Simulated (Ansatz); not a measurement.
# A frame of Al2O3 from 2000 K with crystalline order left by the classical run (150 atoms) under strain, part 2 of 4

How stiff is a frame of Al2O3 from 2000 K with crystalline order left by the classical run (150 atoms), and how do its levels respond to strain?

Ansatz 0.2.0; Kohn-Sham DFT, RPBE, PAW (set soft_1), plane waves.

The cell: 60 Al and 90 O. The network of bonds at the start is that of the classical potential that made the cell. Only the Γ point is sampled.

So far. Step 2 (Single point at the start): The r.m.s. force at the start is 2.5 eV/Å. Step 3 (Cell and atoms relaxed): The relaxation converged after 20 steps, with a largest force component of 0.0097 eV/Å.

### 4. Single point at the relaxed geometry

One more single point at the end of the walk gives the fuller output and checks the residual forces.

The input, input.yaml:

```yaml
crystal:
  lattice:
    - [11.617, 0.13446, -0.07708]
    - [0.13446, 11.22665, 0.4406]
    - [-0.07708, 0.4406, 11.31989]
  atoms:
    - { symbol: Al, position: [0.30991, 0.93945, 0.71555] }
    - { symbol: Al, position: [0.30509, 0.982, 0.18855] }
    - { symbol: Al, position: [0.29842, 0.65181, 0.39077] }
    - { symbol: Al, position: [0.81387, 0.95833, 0.72551] }
    - { symbol: Al, position: [0.81306, 0.9459, 0.23289] }
    - { symbol: Al, position: [0.23061, 0.4254, 0.17178] }
    [... 138 atom lines left out ...]
    - { symbol: O, position: [0.95058, 0.64429, 0.52195] }
    - { symbol: O, position: [0.12005, 0.70818, 0.90458] }
    - { symbol: O, position: [0.38877, 0.35228, 0.19015] }
    - { symbol: O, position: [0.82863, 0.42572, 0.54078] }
    - { symbol: O, position: [0.69316, 0.6084, 0.65546] }
    - { symbol: O, position: [0.05301, 0.45099, 0.41619] }
kpoints:
  mp_grid: { grid: [1, 1, 1] }
hamiltonian:
  xc: rpbe
  pseudopotentials: { kind: paw, azcp: { folder: soft_1 } }
scf:
  occupations: { method: fermi_dirac, width: 0.172 }
output:
  forces: true
  stress: true
  populations: true
  dos:
    method: { smearing: { sigma: 0.08 } }
    de: 0.1
    projected: { site_lists: { Al: [Al], O: [O] } }
  eigenvalues: true
  write_density: true
  write_potential: true
  volumetric_format: npy
  elf: true
```

The run is started by

```bash
ansatz run input.yaml --threads 4 --pin off --max-ram 8192MiB --backend cpu --events-out ev --progress --plain --runs-dir out
```

Numbers of over 12 decimals in the logs are rounded to 6 here.

The program printed:

```text
[...]
Crystal: 150 atoms, lattice volume = 1473.804 Å³
Basis set: ecut = 420 eV, 28831 PW (Γ), exchange–correlation on 160×160×160 points (8 copies of the dense FFT grid, shifted against one another)
Bands: 523, of which v1, the nominal top of the filled ones, is band 360 counted from 1 (359 counted from 0)
Symmetry: 1 space group operations
[...]
k-points: 1
[...]
SCF iter   1: F=—  HF=-83913.632285 eV  |F-HF|=—  |Δ(HF+E_count)|=         —  Δρ=1.27e-1  dr2=2.39e2  ethr=3.10e-3  ⟨swp⟩=5.0  Hψ=2060  notcnv=0  defer=90
[...]
SCF iter  10: F=-83854.309128 eV  HF=-83854.309128 eV  |F-HF|=1.05e-8  |Δ(HF+E_count)|=   4.52e-7  Δρ=1.55e-6  dr2=2.51e-8  ethr=1.39e-11  ⟨swp⟩=26.0  Hψ=5317  notcnv=0
SCF 1 converged in 10 iterations: F = -83854.309128 eV  dr2 = 2.51e-8
[...]
SCF converged after 10 iterations
Free energy (F): -83854.309128 eV
[...]
Internal energy: -83854.308727 eV  (E = F + TS)
E sigma→0 (E₀):  -83854.308928 eV
Entropy (-TS):   -0.000402 eV (-0.003 meV/atom)
Fermi energy:    9.035028 eV
[...]
--- Forces (eV/Å), atoms counted from 1 ---
  atom   1  Al     0.00149071    -0.00155026    -0.00337794
  atom   2  Al     0.00000392    -0.00365038     0.00047618
  atom   3  Al    -0.00060925     0.00117089    -0.00441258
  atom   4  Al    -0.00266288    -0.00256283    -0.00079952
  atom   5  Al     0.00191709    -0.00012565     0.00155993
  atom   6  Al     0.00326033     0.00502531     0.00467436
  atom   7  Al     0.00210437     0.00252132    -0.00088666
  atom   8  Al     0.00013930     0.00332140     0.00066547
  atom   9  Al    -0.00000717     0.00027152    -0.00118530
  atom  10  Al     0.00091012    -0.00312711     0.00522798
  atom  11  Al     0.00270618    -0.00255970    -0.00065718
  atom  12  Al    -0.00011216     0.00770453     0.00161548
  atom  13  Al    -0.00098656    -0.00097108    -0.00035597
  atom  14  Al    -0.00289271    -0.00025181     0.00134013
[...]
atom 149  O      0.00230726    -0.00044703    -0.00188100
  atom 150  O      0.00094642    -0.00123884     0.00237868
  max |Σ_I F_I| component: 7.43e-5 eV/Å
--- Stress (GPa, compression-positive) ---
        0.005286       0.006243       0.003962
        0.006247       0.001780       0.020896
        0.003954       0.020897       0.001288
  P = ⅓ Tr σ = 0.0028 GPa (0.028 kbar)
--- Band table (eV) ---
[...]
--- Löwdin populations: 150 sites ---
  site symbol       q [e]
     0     Al      1.7128
     1     Al      1.6569
     2     Al      1.7330
[...]
149      O      6.8089
  spilling = 0.007928 (of n_electrons = 720.000000)
```

It took 35 s on 4 threads of Arm Neoverse V2, shared host; peak memory 2.2 GiB; 2.3 min of CPU time.

Numbers from this run:

```
free energy                                      : -83854.3091 eV
free energy per atom                             : -559.0287 eV/atom
SCF cycles                                       : 10
pressure                                         : 0.002785 GPa
r.m.s. force component                           : 0.00214 eV/Å
longest force                                    : 0.01054 eV/Å
Fermi energy                                     : 9.035 eV
gap (highest filled to lowest empty level) : 3.406 eV
spilling of the projection                       : 0.007928
```

Löwdin charges by element and coordination (they lack the spilled electrons, 0.038 e an atom on average):

| element | coordination | atoms | mean charge (e) | spread | least | most |
| --- | --- | --- | --- | --- | --- | --- |
| Al | all | 60 | 1.31 | 0.0366 | 1.25 | 1.39 |
| Al | 4 | 10 | 1.37 | 0.0167 | 1.34 | 1.39 |
| Al | 5 | 15 | 1.33 | 0.0173 | 1.31 | 1.37 |
| Al | 6 | 35 | 1.29 | 0.018 | 1.25 | 1.33 |
| O | all | 90 | -0.812 | 0.0222 | -0.879 | -0.768 |
| O | 2 | 1 | -0.879 | 0 | -0.879 | -0.879 |
| O | 3 | 40 | -0.831 | 0.0123 | -0.855 | -0.798 |
| O | 4 | 42 | -0.798 | 0.0106 | -0.832 | -0.778 |
| O | 5 | 7 | -0.78 | 0.0072 | -0.790 | -0.768 |

States in the cell by windows of 1 eV, zero at the Fermi level; the larger projections on atomic orbitals stand beside the total:

| from (eV) | to (eV) | total | O p | Al p | Al s |
| --- | --- | --- | --- | --- | --- |
| -14 | -10 | 0.0 | 0.0 | 0.0 | 0.0 |
| -10 | -9 | 10.1 | 7.4 | 0.6 | 1.9 |
| -9 | -8 | 59.4 | 43.9 | 5.5 | 8.3 |
| -8 | -7 | 67.1 | 51.0 | 8.9 | 4.7 |
| -7 | -6 | 74.8 | 60.0 | 9.4 | 2.8 |
| -6 | -5 | 88.5 | 76.3 | 8.4 | 1.6 |
| -5 | -4 | 122.6 | 113.6 | 5.8 | 0.7 |
| -4 | -3 | 85.5 | 82.0 | 1.7 | 0.3 |
| -3 | -2 | 30.1 | 29.1 | 0.4 | 0.1 |
| -2 | -1 | 2.0 | 1.9 | 0.0 | 0.0 |
| -1 | 1 | 0.0 | 0.0 | 0.0 | 0.0 |
| 1 | 2 | 2.0 | 0.0 | 0.1 | 1.2 |
| 2 | 3 | 0.0 | 0.0 | 0.0 | 0.0 |
| 3 | 4 | 11.7 | 1.9 | 3.5 | 3.2 |
| 4 | 5 | 26.0 | 3.8 | 9.7 | 6.8 |

The curve was stored every 0.100 eV, coarse against its broadening of 0.08 eV, so these counts are rough.

Between -22 and -14 eV lie 180 more states.

The levels nearest the highest filled one (over half full), pooled over k-points and spins:

| level less the highest filled one (eV) | occupation |
| --- | --- |
| -0.896 | 2 |
| -0.832 | 2 |
| -0.820 | 2 |
| -0.703 | 2 |
| -0.559 | 2 |
| 0 | 2 |
| 3.41 | 0 |
| 5.02 | 0 |
| 5.16 | 0 |
| 5.32 | 0 |
| 5.46 | 0 |
| 5.53 | 0 |

Electrostatic potential energy in the bc plane at fractional x = 0.074, with atoms of Al and O within 0.2 Å of it. With pseudopotentials it is smooth inside the atoms' cores, unlike the true potential.

Values in eV, 13 rows by 16 columns, each cell a mean:
```
  6 -18 -19   3  -1   2  -2 -19  -9  -1   2   1   8   7  -3   6
 -4  -4   0   8  -1  -2   3 -13  -9   2   6  -6   5   8   8   0
 -5  -1   9   8   4   7  10   5  -1   3   1  10  11  11   9  -1
  3 -22 -12  -2   3  -2   0 -11  -3  -1   1   7  10  11  10   7
 -2  -7   1   1   0  -2  -4 -19   5  10   4   0   7   9   5  -3
  2   1  10   8   6   8   9   8   9  12  12  10   9  10   4  -1
 -4 -16  -1  -2  -2   5   7   2   9  12  11   9  10  10   9   4
 -6 -19  -5   0   0   1  -7 -26   5  12   8   0   3   9   8   0
  3   1   9   5   3   8   9   3   9  11  10   3   4   8   2   0
 -3  -6   5  -1  -2   6   9   6   8  11  12  10   7   6   6  -1
 -1 -27 -10   0   6  -2  -2 -26  -2  11   8  -5   6   9  10   9
 -2  -2   7   2  -1   6   8  -6  -2  -1  -3 -20   3  11  11   6
 -4  -2   8   8   2   2   9   9  -3   7  -3   9  11  10   8   6
```
Columns run along b (11.2 Å; values clipped at the 3rd and 97th percentile), rows up along c (11.3 Å). Atoms in or near the plane, at fractional coordinates: Al at (0.25, 0.19), Al at (0.28, 0.69), Al at (0.00, 0.59), Al at (0.56, 0.78), Al at (0.24, 0.44), Al at (0.99, 0.33), Al at (0.31, 0.94), O at (0.46, 0.17), O at (0.12, 0.94), O at (0.11, 0.70), O at (0.09, 0.19), O at (0.45, 0.67), O at (0.08, 0.45), O at (0.47, 0.92).

ELF in the bc plane at fractional x = 0.074, with atoms of Al and O within 0.2 Å of it. It is the smooth field of the valence electrons, not physical close to the nuclei.

Ten even steps from '_' (0.01) to '@' (0.84), each cell a mean:
```
..++@@%%%%@@##--________++%%@@@@@@%%--..==****++--..::%%@@@@%%==
..++@@####@@@@++..____..%%@@%%++%%%%==..++%%@@@@%%==..++%%%%##==
..==%%@@@@%%++::..____..++%%%%##@@%%==..==%%@@@@@@++....------::
____--====::____......__..--**%%@@**::..::++##%%##--________..__
__::==--::______......______..::::______......::..__..::::::..__
::##@@@@%%++::..........::==++**--______::::....____::**##**--..
--%%%%##%%@@##::______==%%@@@@@@@@==__--######++::__::**####==..
==%%@@##%%@@##::______**@@@@**%%@@++..++%%@@@@@@**....--++++--..
..**@@@@%%++::..______--##@@%%@@%%==__::##@@@@@@**::____......__
____::--::____..::....__::++##%%**::____::==**++--..__......____
__--==--..__..::::....______..::..________________..--====--..__
++@@@@%%##--..........__..--====::________________::++####**::..
##@@####@@%%::______..::++%%%%@@##--________....__::++##%%**::..
##@@####@@@@--______..++%%@@##%%@@**____..--++++--..::====--..::
==%%@@%%##==..______..::##@@%%@@@@++____--##@@%%**::____....____
__::==--::__..::::..____::++##%%**--____::**%%##++::........____
__..--::..__..::::..________......________::----::..==++++==..__
==%%@@%%**--..........__..--==++==..____________..--##%%%%**::__
**@@%%##@@%%--________::++%%@@@@%%++..__..--==--::::++####==....
**@@##**@@@@==______..==%%@@****@@##....++%%@@%%**::..::::..__..
++@@@@@@%%**::______..::**@@%%%%@@%%::::##@@%%%%@@**..________..
..--++++--..__........__..++##%%%%**..::##@@%%@@@@**..__________
____::::::____........______..::::..____::++++**++::__..::::::..
..==%%@@%%++::........__..::==++++::______......____..**%%%%**--
```
Columns run along b (11.2 Å), rows up along c (11.3 Å). Atoms in or near the plane, at fractional coordinates: Al at (0.25, 0.19), Al at (0.28, 0.69), Al at (0.00, 0.59), Al at (0.56, 0.78), Al at (0.24, 0.44), Al at (0.99, 0.33), Al at (0.31, 0.94), O at (0.46, 0.17), O at (0.12, 0.94), O at (0.11, 0.70), O at (0.09, 0.19), O at (0.45, 0.67), O at (0.08, 0.45), O at (0.47, 0.92).

Filled and empty levels are parted by 3.41 eV (at Γ alone); a semilocal functional tends to put such gaps too low. In a disordered cell it changes from sample to sample, and tail or defect levels can set it. Mean Löwdin charges: Al +1.31, O -0.81 e (they miss 0.79 % of the electrons, so they add up to more than the cell's charge). The largest share in the top eV of filled states is O p (98 % of the projected weight), and in the lowest eV of empty states Al s (60 % of the projected weight).

### 5. Volume -3 %

The relaxed cell is scaled evenly and the atoms are relaxed again; the stress at the end gives one point of P(V).

input.yaml, the sections that differ from step 4:

```yaml
crystal:
  lattice:
    - [11.49965, 0.1331, -0.0763]
    - [0.1331, 11.11324, 0.43615]
    - [-0.0763, 0.43615, 11.20554]
  atoms:
    [... the 150 atom lines of step 4 ...]
scf:
  occupations: { method: fixed }
output:
  forces: true
  eigenvalues: true
  stress: true
relax:
  f_tol: 0.05
  max_steps: 70
# kpoints, hamiltonian: as in step 4
```

The program printed:

```text
Warning: output.stress: scf.convergence.dr2_threshold = 1e-7 eV (the SCF's general default) is looser than the 1.08e-8 eV advised for a printed stress (1e-10 eV for each atom of the cell: 150, of which 108 are counted). What an SCF threshold leaves in a stress goes as its square root, and in the free energy as the threshold itself, and one threshold admits the most on a small cell: [...]
[...]
Crystal: 150 atoms, lattice volume = 1429.590 Å³
Basis set: ecut = 420 eV, 27967 PW (Γ), exchange–correlation on 160×150×150 points (8 copies of the dense FFT grid, shifted against one another)
Bands: 510, of which v1, the nominal top of the filled ones, is band 360 counted from 1 (359 counted from 0)
Symmetry: 1 space group operations
[...]
k-points: 1
[...]
SCF iter   1: F=—  HF=-83915.114733 eV  |F-HF|=—  |Δ(HF+E_count)|=         —  Δρ=1.31e-1  dr2=2.44e2  ethr=3.10e-3  ⟨swp⟩=5.0  Hψ=1738  notcnv=0  defer=147
[...]
SCF iter   9: F=—  HF=-83853.452625 eV  |F-HF|=—  |Δ(HF+E_count)|=   1.54e-4  Δρ=3.48e-5  dr2=1.38e-5  ethr=6.78e-9  ⟨swp⟩=23.0  Hψ=3757  notcnv=0
SCF iter  10: F=-83853.452632 eV  HF=-83853.452630 eV  |F-HF|=2.12e-6  |Δ(HF+E_count)|=   5.46e-6  Δρ=1.06e-5  dr2=1.60e-6  ethr=1.92e-9  ⟨swp⟩=4.0  Hψ=1859  notcnv=0
SCF 1 converged in 10 iterations: F = -83853.452632 eV  dr2 = 1.60e-6
[...]
relax step   1: F+E_penalty+E_count = -83853.45263212 eV  Δ(F+E_penalty+E_count) = +0.000e0 eV  max|allowed force component| = 2.580e-1 eV/Å  Δτ_max = 0.0000 Å  (10 SCF iters, dr2 threshold 6.25e-5 eV, accepted)
[...]
relax step   2: F+E_penalty+E_count = -83853.54424269 eV  Δ(F+E_penalty+E_count) = -9.161e-2 eV  max|allowed force component| = 2.033e-1 eV/Å  Δτ_max = 0.0203 Å  (6 SCF iters, dr2 threshold 4.16e-6 eV, accepted)
[...]
relax step   3: F+E_penalty+E_count = -83853.64437388 eV  Δ(F+E_penalty+E_count) = -1.001e-1 eV  max|allowed force component| = 1.358e-1 eV/Å  Δτ_max = 0.0312 Å  (6 SCF iters, dr2 threshold 2.58e-6 eV, accepted)
relax step   4: F+E_penalty+E_count = -83853.77813355 eV  Δ(F+E_penalty+E_count) = -1.338e-1 eV  max|allowed force component| = 1.752e-1 eV/Å  Δτ_max = 0.2000 Å  (7 SCF iters, dr2 threshold 8.23e-6 eV, accepted)
relax step   5: F+E_penalty+E_count = -83853.81087532 eV  Δ(F+E_penalty+E_count) = -3.274e-2 eV  max|allowed force component| = 7.499e-2 eV/Å  Δτ_max = 0.1304 Å  (6 SCF iters, dr2 threshold 1.37e-5 eV, accepted)
[...]
relax step   6: F+E_penalty+E_count = -83853.81301611 eV  Δ(F+E_penalty+E_count) = -2.141e-3 eV  max|allowed force component| = 1.590e-2 eV/Å  Δτ_max = 0.0284 Å  (7 SCF iters, accepted)
SCF converged after 7 iterations
Free energy (F): -83853.813016 eV
[...]
Internal energy: -83853.813016 eV  (E = F + TS)
E sigma→0 (E₀):  -83853.813016 eV
Fermi energy:    7.723292 eV
[...]
Σ components = -83853.813016   (vs F -83853.813016, Δ=0.00e0)
--- Forces (eV/Å), atoms counted from 1 ---
  atom   1  Al     0.01351433    -0.00143187    -0.00036948
  atom   2  Al     0.00402269    -0.00626598    -0.00350809
  atom   3  Al     0.01589721     0.00165151     0.00178176
  atom   4  Al     0.00040443     0.00498530     0.00788745
[...]
atom 150  O     -0.00161067     0.00144479    -0.00015854
  max |Σ_I F_I| component: 6.56e-5 eV/Å
--- Stress (GPa, compression-positive) ---
        3.660803       0.293313      -0.229390
        0.293315       3.711466       1.015246
       -0.229395       1.015252       4.508166
  P = ⅓ Tr σ = 3.9601 GPa (39.601 kbar)
--- Band table (eV) ---
[...]
--- Relaxed structure (6 steps of the walk, 6 accepted, 0 SCFs on fresh bases) ---
  F+E_penalty+E_count = -83853.81301611 eV   max|allowed force component| = 1.590e-2 eV/Å
  atoms:
    - { symbol: Al, position: [0.310224, 0.938538, 0.719071] }
    - { symbol: Al, position: [0.312651, 0.969841, 0.204010] }
    - { symbol: Al, position: [0.292819, 0.654080, 0.388838] }
    - { symbol: Al, position: [0.812797, 0.962258, 0.725963] }
[...]
- { symbol: O, position: [0.057134, 0.450293, 0.418117] }
```

The job ended after 2.2 min (4 threads; peak memory 2.1 GiB).

The program notes that the SCF threshold is loose for the stress.

The relaxation converged after 6 steps, 0.360 eV below its start, with a largest force component of 0.016 eV/Å.

Volume -3 %: the energy stands 0.496 eV above that of the reference, at a pressure of 3.96 GPa.

### 6. Volume +3 %

The relaxed cell is scaled to another volume.

Input and log are left out; they have the form of those shown for this kind of step.

Wall time 2.4 min (4 threads of Arm Neoverse V2, shared host); peak memory 2.2 GiB; 9.1 min of CPU time.

The relaxation converged after 6 steps, 0.402 eV below its start, with a largest force component of 0.023 eV/Å.

Volume +3 %: the energy stands 0.380 eV above that of the reference, at a pressure of -2.58 GPa.

### 7. Volume -6 %

The relaxed cell is scaled to another volume.

Input and log are left out; they have the form of those shown for this kind of step.

Wall time 2.2 min (4 threads of Arm Neoverse V2, shared host); peak memory 2.1 GiB; 8.5 min of CPU time.

The relaxation converged after 6 steps, 1.31 eV below its start, with a largest force component of 0.034 eV/Å.

Volume -6 %: the energy stands 2.29 eV above that of the reference, at a pressure of 9.32 GPa.

(Part 2 of 4 ends here.)

[Logs are printed without paths, hosts, clocks, repeated set-up lines and the standing remarks that a program may print on its own settings, such as how far it seeks lower states.]

[Hosts, paths, dates, database ids (printed as entryN), source tags and the programs' standing remarks are cut or masked in the printed files.]
